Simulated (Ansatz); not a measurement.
S in Ansatz: convergence with smearing width

S:

```
S
1.0
     5.67805    0.00000    0.00000
     0.00000    5.67805    0.00000
     0.00000    0.00000    2.94962
S
4
Direct
  0.62013 0.37417 0.00720
  0.38036 0.62537 0.99163
  0.11657 0.11361 0.49008
  0.88605 0.88765 0.51133
```

This isn't the form of S at room conditions, which is orthorhombic, of S8 rings.

The cell isn't the ideal one: atoms moved at random, drawn with an rms of 0.05 Å.

| Quantity | Value |
| --- | --- |
| Program | Ansatz 0.2.0 |
| Task | convergence study |
| Functional | r2SCAN |
| Potentials or basis | Ansatz PAW |
| Cutoff | 500 eV (not typed: the program's choice for these potentials) |
| k mesh | 4 × 4 × 7 |
| Occupations | methfessel-paxton, width 0.3 eV |
| Spin | no spin polarisation |

These are the settings of the first run; the series varies smearing width, with any setting tied to it.

Hardware: 2 threads of Intel(R) Xeon(R) Platinum 8488C (Sapphire Rapids), with other jobs on the host.

```tsv
smearing width	energy less the tightest run, at zero smearing (meV/atom)	pressure (GPa)	largest force (eV/Å)	SCF cycles	CPU time (s)	peak memory (GiB)
0.3 eV	1.91	-0.06	1.978	9	17	0.58
0.2 eV	0.42	-0.01	2.127	8	16	0.58
0.15 eV	0.07	0.00	2.154	10	21	0.59
0.1 eV	-0.08	-0.01	2.112	10	19	0.59
0.05 eV	-0.02	0.00	2.100	10	18	0.59
0.025 eV	-0.02	-0.01	2.100	10	19	0.6
0.01 eV	0.00	-0.01	2.099	10	18	0.59
0.005 eV	0.00	-0.01	2.099	10	19	0.58
```

Against the tightest run, the energy stays within 1 meV/atom from 0.2 eV on; the pressure stays within 0.1 GPa from 0.3 eV on; the largest force stays within 0.005 eV/Å from 0.05 eV on. Narrower smearing needs a denser k mesh, so at a fixed mesh the narrowest width isn't the most accurate. The tightest run that finished is the yardstick and may itself not be fully converged.

Caveat, for the tightest run too: the PAW data sets come from PBE, with cores solved anew for the run's functional, which leaves a small shift of forces and pressure.
